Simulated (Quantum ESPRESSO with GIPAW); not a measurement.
# Al2O3 (Corundum): how strain moves the 17O line

GIPAW runs (PBEsol, plane-wave PAW from pslibrary 1.0.0 recipes, cutoffs 55 and 330 Ry, one 5×5×5 mesh for all shielding runs; Quantum ESPRESSO with GIPAW, a patched development version; no spin-orbit coupling, no macroscopic shape term) on Al2O3 (Corundum), space group R-3c before straining. The cell below is strained equally along all axes, and the atoms are relaxed in pw.x at each strain, zero included.

```
CELL_PARAMETERS angstrom
2.38025 1.37424 4.33187
-2.38025 1.37424 4.33187
0.00000 -2.74848 4.33187
ATOMIC_POSITIONS crystal
Al 0.85197 0.85197 0.85197
Al 0.64803 0.64803 0.64803
Al 0.14803 0.14803 0.14803
Al 0.35197 0.35197 0.35197
O 0.05591 0.75000 0.44409
O 0.75000 0.44409 0.05591
O 0.44409 0.05591 0.75000
O 0.94409 0.25000 0.55591
O 0.25000 0.55591 0.94409
O 0.55591 0.94409 0.25000
```

The cell is an entry of the Crystallography Open Database.

The bonds are those of O (atom 5; bound to Al4). One row is withheld.

```csv
strain (%),mean bond (Å),σ_iso Al (ppm),σ_iso O (ppm),span O (ppm)
-2,1.8750,528.71,171.51,2.8
-1.5,1.8845,529.16,169.12,3.6
-1,1.8940,529.59,166.67,4.5
0,1.9131,530.36,161.59,6.2
+0.5,1.9226,530.71,158.96,7.1
+1,1.9321,?,?,?
+2,1.9511,531.60,150.56,9.8
```

**Task.** Fit σ_iso of O against strain, judge whether a straight line is enough, and predict the withheld row at +1 %.

1. With n = 6: Σx = -2.000, Σy = 978.41, Σx² = 11.5000, Σxy = -382.770.

2. Slope b = (nΣxy − ΣxΣy)/(nΣx² − (Σx)²) = -5.23 ppm per %, intercept a = (Σy − bΣx)/n = 161.33 ppm.

3. Residuals (run less line), in the order of the table: -0.27, -0.05, +0.12, +0.26, +0.25, -0.31 ppm. They bend in one sense; the largest is 1.5 % of the range of σ, so a line serves for most purposes and a parabola takes up the rest: σ = 161.59 − 5.233 x − 0.140 x², with residuals of 0.02 ppm or less.

4. At +1 % (inside the fitted range) the line gives 156.10 ppm and the parabola 156.22 ppm.

5. The run gives:

```csv
strain (%),mean bond (Å),σ_iso Al (ppm),σ_iso O (ppm),span O (ppm)
+1,1.9321,531.03,156.24,8.0
```

Prediction less run: the line misses by -0.14 ppm, the parabola by -0.02 ppm. By the parabola, a strain of +1 % changes σ of O by -5.37 ppm and one of −1 % by +5.09 ppm; the mean slope is -5.23 ppm per %, or 2.7 ppm for 0.01 Å of mean bond length. The shift moves the opposite way, scaled by the slope of a reference line. Over the table σ of Al goes from 528.71 to 531.60 ppm. Zero strain is the database's lattice with relaxed atoms, not this functional's rest cell, and neither cutoff nor mesh was tested for the slopes. The omitted shape term, common to all sites, changes with strain too. This build of gipaw.x prints that it is not audited and that its numbers are no references by themselves. The relaxations ran on cheaper settings and stop at small residual forces, which adds noise that small residuals can't be told from. 17O is quadrupolar, so a real line also moves with the field gradient, which is not computed here. pw.x warned of eigenvalues not converged in some cycles of these runs, which then met the threshold.

[Banner, clock, file and message-heading lines were taken out of the pw.x and gipaw.x logs.]

[Logs are printed without paths, hosts, clocks, repeated set-up lines and the standing remarks that a program may print on its own settings, such as how far it seeks lower states.]

[Hosts, paths, dates, database ids (printed as entryN), source tags and the programs' standing remarks are cut or masked in the printed files.]
